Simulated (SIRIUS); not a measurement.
Ge:

```
CELL_PARAMETERS angstrom
1.39715 -2.60052 0.00000
1.39715 2.60052 0.00000
0.00000 0.00000 2.69823
ATOMIC_POSITIONS crystal
Ge 0.50000 0.50000 0.00000
```

This isn't the form of Ge at room conditions, which is diamond.

Base run:

```yaml
Program: SIRIUS 7.10.0
Functional: RPBE
Potentials_or_basis: PseudoDojo 0.4.1 PBE standard (scalar relativistic)
Cutoff: 1078 eV
Density_cutoff: 4311 eV
k_mesh: 9 × 9 × 8
Occupations: fermi-dirac, width 0.05 eV
Spin: no spin polarisation
```

Its results: band gap on the k mesh none (metal or under the smearing width); pressure 1.4 GPa.

Problem. After a change of settings the same cell gave: band gap on the k mesh none (metal or under the smearing width); pressure 5.8 GPa. Which change was it?
A. functional from RPBE to AM05; libxc names from ["XC_GGA_X_RPBE", "XC_GGA_C_PBE"] to ["XC_GGA_X_AM05", "XC_GGA_C_AM05"]
B. functional from RPBE to B97-D; libxc names from ["XC_GGA_X_RPBE", "XC_GGA_C_PBE"] to ["XC_GGA_XC_B97_D"]
C. functional from RPBE to PW91; libxc names from ["XC_GGA_X_RPBE", "XC_GGA_C_PBE"] to ["XC_GGA_X_PW91", "XC_GGA_C_PW91"]
D. functional from RPBE to revPBE; libxc names from ["XC_GGA_X_RPBE", "XC_GGA_C_PBE"] to ["XC_GGA_X_PBE_R", "XC_GGA_C_PBE"]

Solution. B.

Caveats: the potentials were made for another functional, which shifts forces and pressure.

Runs at the PBE level aren't shown here.
